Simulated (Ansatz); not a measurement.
**Calculated with Ansatz: Au, vacancy hop by nudged elastic band**

The input file (Ansatz 0.2.0, plane waves):

```yaml
crystal:
  lattice:
    - [0.0, 4.138488, 4.138488]
    - [4.138488, 0.0, 4.138488]
    - [4.138488, 4.138488, 0.0]
  atoms:
    - { symbol: Au, position: [-0.00900533, 0.00301668, -0.00086975] }
    - { symbol: Au, position: [0.00396593, 0.49648618, 0.00123449] }
    - { symbol: Au, position: [-0.00236322, 0.50453747, 0.49796317] }
    - { symbol: Au, position: [0.49771934, 0.00315068, -0.00284154] }
    - { symbol: Au, position: [0.4990827, 0.00569605, 0.49733086] }
    - { symbol: Au, position: [0.50146319, 0.50146625, -0.00425222] }
    - { symbol: Au, position: [0.51035054, 0.49454242, 0.49374745] }
kpoints:
  mp_grid: { grid: [3, 3, 3] }
magnetization:
  spin_polarized: false
scf:
  occupations: { method: gaussian, width: 0.1 }
hamiltonian:
  pseudopotentials: { kind: paw }
  xc: pbe
basis:
  ecutwfc: 420
neb:
  images: 3
  relax_end_points: true
  climbing: true
  f_tol: 0.1
  max_iterations: 40
  order_check: false
  final_atoms:
    - { symbol: Au, position: [-0.00900533, 0.00301668, -0.00086975] }
    - { symbol: Au, position: [0.00396593, 0.49648618, 0.00123449] }
    - { symbol: Au, position: [0.00189812, 0.99876377, 0.50068119] }
    - { symbol: Au, position: [0.49771934, 0.00315068, -0.00284154] }
    - { symbol: Au, position: [0.4990827, 0.00569605, 0.49733086] }
    - { symbol: Au, position: [0.50146319, 0.50146625, -0.00425222] }
    - { symbol: Au, position: [0.51035054, 0.49454242, 0.49374745] }
```

Launch command:

```bash
ansatz run input.yaml --threads 4 --pin off --max-ram 8192MiB --backend cpu --events-out ev --progress --plain --runs-dir out
```

Origin of the cell: a database entry, scaled a little.

The cell is 2×2×2 cells of Au with one Au taken out; atom 3 (Au) hops into the empty site, 2.91 Å away before the end points are relaxed. All atoms were shaken by about 0.02 Å first.

Output (shortened):

```
Warning: neb: disabling space-group detection — the band's intermediate images generally break the endpoint symmetry, so no spatial operation reduces the k-mesh or symmetrises the density, ex […]
Pseudopotentials: kind: paw
Pseudopotential: Au, paw, valence charge 19, recommended cutoff 420 eV (normal), Au.paw.azcp
Functional definition: PBE
  exchange = pbe_x(kappa = kappa, mu = beta*pi^2/3)
  correlation = pbe_c(beta = beta)
parallel-image band execution: 2 concurrent image workers
NEB image 0
Crystal: 7 atoms, lattice volume = 141.760 Å³
Basis set: ecut = 420 eV, 2733 PW (Γ), exchange–correlation on 80×80×80 points (8 copies of the dense FFT grid, shifted against one another)
Bands: 80, of which v1, the nominal top of the filled ones, is band 67 counted from 1 (66 counted from 0)
Symmetry: 1 space group operations
[… 3 lines left out …]
Initial density: superposition of atomic densities (neutral atoms: chi_scale 0, normalization atom), corrected by the library's trained network
Functional: x = pbe(κ = 0.804, μ = 0.219515), c = pbe(β = 0.066725)
SCF iter   1: F=—  HF=-92044.462738 eV  Δρ=3.56e-3  dr2=1.83e-2  defer=10
SCF iter   2: F=—  HF=-92044.464855 eV  Δρ=1.79e-3  dr2=4.11e-3  defer=23
SCF iter   3: F=—  HF=-92044.464118 eV  Δρ=7.59e-4  dr2=1.66e-3  defer=23
[… 2 lines left out …]
SCF iter   6: F=—  HF=-92044.463852 eV  Δρ=2.48e-5  dr2=1.18e-6  defer=23
SCF iter   7: F=—  HF=-92044.463853 eV  Δρ=9.91e-6  dr2=2.81e-7  defer=23
SCF iter   8: F=-92044.463853 eV  HF=-92044.463853 eV  Δρ=2.55e-6  dr2=1.31e-8
NEB iter   1: max|band force component| = 1.527e0 eV/Å  barrier→ = 1.3317 eV  barrier← = 1.3317 eV  Δτ_max = 0.1982 Å  (46 SCF iters)
NEB iter   2: max|band force component| = 2.782e-1 eV/Å  barrier→ = 0.7415 eV  barrier← = 0.7415 eV  CI = image 2  Δτ_max = 0.0491 Å  (26 SCF iters)
NEB iter   3: max|band force component| = 8.348e-2 eV/Å  barrier→ = 0.6938 eV  barrier← = 0.6938 eV  CI = image 2  Δτ_max = 0.0316 Å  (22 SCF iters)
NEB iter   4: max|band force component| = 9.887e-2 eV/Å  barrier→ = 0.6843 eV  barrier← = 0.6843 eV  CI = image 2  Δτ_max = 0.0000 Å  (5 SCF iters)
--- NEB band (5 images, 4 band iterations, 99 SCF iterations, 30 more in tests of the images' electronic states and relaxations of end points) ---
  forward barrier  = 0.684288 eV
  backward barrier = 0.684279 eV
  lagrangian_above_aufbau_ev (what the smearing adds, to first order; not taken off the barriers): saddle image -0.008776 eV, end points -0.031565 and -0.031566 eV
  climbing image's point = of an order that was not read
  energies are F+E_penalty+E_count in eV, relative to image 0
  image     s (Å)  Δ vs image 0  max|band force component| (eV/Å)
      0    0.0000      0.000000                                 —
      1    0.7223      0.352903                          9.860e-2
  *   2    1.4509      0.684288                          3.078e-2
      3    2.1793      0.353091                          9.887e-2
      4    2.9013      0.000008                                 —
```

The converged band:

```tsv
image	path over all atoms (Å)	ΔF (eV)	Au x	y	z (Å)
0	0.00	0.000	4.13	2.06	2.07
1	0.72	0.353	4.62	2.06	2.57
2	1.45	0.684	5.17	2.06	3.11
3	2.18	0.353	5.71	2.06	3.65
4	2.90	0.000	6.20	2.06	4.14
```

Relaxed start, forces in eV/Å:

```xyz
7
Lattice="0.000 4.138 4.138 4.138 0.000 4.138 4.138 4.138 0.000" Properties=species:S:1:pos:R:3:forces:R:3 pbc="T T T" image=0
Au   -0.005   -0.010    0.006    0.001   -0.001    0.000
Au    2.064   -0.009    2.075    0.002   -0.001   -0.001
Au    4.133    2.060    2.075    0.000   -0.003    0.000
Au   -0.005    2.060    2.075   -0.001   -0.001    0.002
Au    2.064    4.129    2.075    0.000    0.000    0.001
Au    2.064    2.059    4.145   -0.001    0.003   -0.003
Au    4.133    4.128    4.144   -0.001    0.002    0.001
```

Highest image (2), forces in eV/Å:

```xyz
7
Lattice="0.000 4.138 4.138 4.138 0.000 4.138 4.138 4.138 0.000" Properties=species:S:1:pos:R:3:forces:R:3 pbc="T T T" image=2
Au   -0.048   -0.209    0.048   -0.002   -0.030    0.002
Au    2.106    0.194    2.032    0.002    0.031   -0.002
Au    5.167    2.062    3.109    0.000    0.000    0.000
Au   -0.060    2.062    2.021    0.025    0.000    0.025
Au    2.105    3.930    2.033    0.002   -0.030   -0.002
Au    2.117    2.062    4.198   -0.025    0.000   -0.025
Au    4.090    4.332    4.186   -0.002    0.031    0.002
```

Relaxed end, forces in eV/Å:

```xyz
7
Lattice="0.000 4.138 4.138 4.138 0.000 4.138 4.138 4.138 0.000" Properties=species:S:1:pos:R:3:forces:R:3 pbc="T T T" image=4
Au   -0.007   -0.006    0.004    0.000    0.001    0.002
Au    2.063   -0.005    2.075    0.000    0.000   -0.004
Au    6.201    2.064    4.144    0.002   -0.003    0.000
Au   -0.007    2.062    2.073   -0.001    0.004    0.005
Au    2.062    4.134    2.075    0.001   -0.003    0.000
Au    2.062    2.064    4.144    0.001    0.000   -0.003
Au    4.132    4.133    4.144   -0.003    0.002    0.000
```

Barrier of this path: 0.68 eV forwards, 0.68 eV backwards, after 4 band iterations.

Caveats: no moments, though an odd count or open d shells may carry them; no spin-orbit coupling, though heavy elements are present; the k mesh is coarse if the cell is a metal; a small cell with a neutral vacancy and no spin, whose shape can make like sites unlike; the cell is held at a rescaled volume, and strain moves barriers; the hop was drawn among near neighbours and need not be the easiest path; few images and a loose tolerance, and neither the top nor the ends were tested for their order.

It ran for 50 s on 4 threads of Intel(R) Xeon(R) Platinum 8488C (Sapphire Rapids) (shared host), peak memory 0.98 GiB, from the program's own first density.
